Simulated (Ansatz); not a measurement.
## TlBr (Pm-3m): from strained cells to moduli

```
CELL_PARAMETERS angstrom
3.91452 0.00000 0.00000
0.00000 3.91452 0.00000
0.00000 0.00000 3.91452
ATOMIC_POSITIONS crystal
Tl 0.00000 0.00000 0.00000
Br 0.50000 0.50000 0.50000
```

Level of theory, where no other is named: PBEsol, all-electron LAPW in Ansatz 0.2.0, scalar-relativistic. k mesh 6×6×6, fixed occupations, basis error target 1 meV/atom. The cell was relaxed by PAW under this functional, which moved its volume by -5 % from the database entry's.

The cell is cubic and carries a residual pressure of 0.02 GPa at this level. Each strain component that symmetry leaves independent is applied at ±0.008, the ions relax wherever a strain frees them, and the stress (tension positive, GPa) is read. Shears are engineering strains, γ = 2ε.

| strain | size | σxx | σyy | σzz | σyz | σxz | σxy |
| --- | --- | --- | --- | --- | --- | --- | --- |
| xx | -0.008 | -0.3726 | -0.1712 | -0.1712 | 0.0000 | 0.0000 | 0.0000 |
| xx | +0.008 | 0.3261 | 0.1298 | 0.1298 | 0.0000 | 0.0000 | 0.0000 |
| yz | -0.008 | -0.0197 | -0.0187 | -0.0187 | -0.0823 | 0.0000 | 0.0000 |
| yz | +0.008 | -0.0197 | -0.0187 | -0.0187 | 0.0823 | 0.0000 | 0.0000 |

A central difference gives one constant, for example C11 ≈ (0.3261 − (-0.3726))/(0.016) = 43.7 GPa; the program then imposes the crystal's symmetry on the whole matrix.

Task: What are the independent elastic constants?

Result: C11 = 43.7, C12 = 18.8, C44 = 10.3 GPa.

Task: Do they meet the Born conditions?

Result: C11 − C12 = 24.9, C11 + 2C12 = 81.3 and C44 = 10.3 GPa must all be positive, so the crystal is elastically stable; that says nothing yet of its phonons.

Task: What moduli does a random aggregate of grains have?

Result: B = (C11 + 2C12)/3 = 27.1 GPa. G_V = (C11 − C12 + 3C44)/5 = 11.1 and G_R = 5(C11 − C12)C44/(4C44 + 3(C11 − C12)) = 11.1, so G_H = 11.1 GPa. Then E = 9BG/(3B + G) = 29.3 GPa, ν = (3B − 2G)/(6B + 2G) = 0.320 and B/G = 2.44, on the ductile side of Pugh's 1.75 (a rule of thumb, made for metals; it doesn't predict ductility here).

Task: With the density of 7.870 g/cm³, how fast does sound travel, and what Debye temperature follows?

Result: 

| direction | slow (m/s) | middle (m/s) | fast (m/s) |
| --- | --- | --- | --- |
| [100] | 1144 | 1144 | 2356 |
| [110] | 1144 | 1257 | 2297 |
| [111] | 1220 | 1220 | 2277 |

The mean of v⁻³ over directions and branches gives v_m = 1329 m/s and θ_D = (ħ/k_B) v_m (6π²n)^(1/3) = 127 K, n being atoms per volume. Young's modulus spans 27 to 32 GPa over directions, and the universal anisotropy index is 0.04.

Task: How far do the constants move if PAW replaces LAPW in the same cell?

Result: 

| constant | LAPW (GPa) | PAW (GPa) | difference |
| --- | --- | --- | --- |
| C11 | 43.7 | 43.6 | -0.1 |
| C12 | 18.8 | 18.8 | 0.0 |
| C44 | 10.3 | 10.3 | 0.0 |

Task: How do the constants change if the ions are clamped to the homogeneous strain?

Result: None moves by more than 0.3 GPa: by symmetry a homogeneous strain puts no force on these sites.

Task: What happens at 10 GPa (cell relaxed there)?

Result: The volume falls to 0.8089 of its value, and C11 = 90.5, C12 = 63.8, C44 = 35.1 GPa (slopes of the stress), in this structure whether or not another phase takes over.

Caveats: no spin-orbit coupling on heavy atoms; the frozen-core PAW files of the compared runs were fitted under PBE, their cores solved anew for this functional.
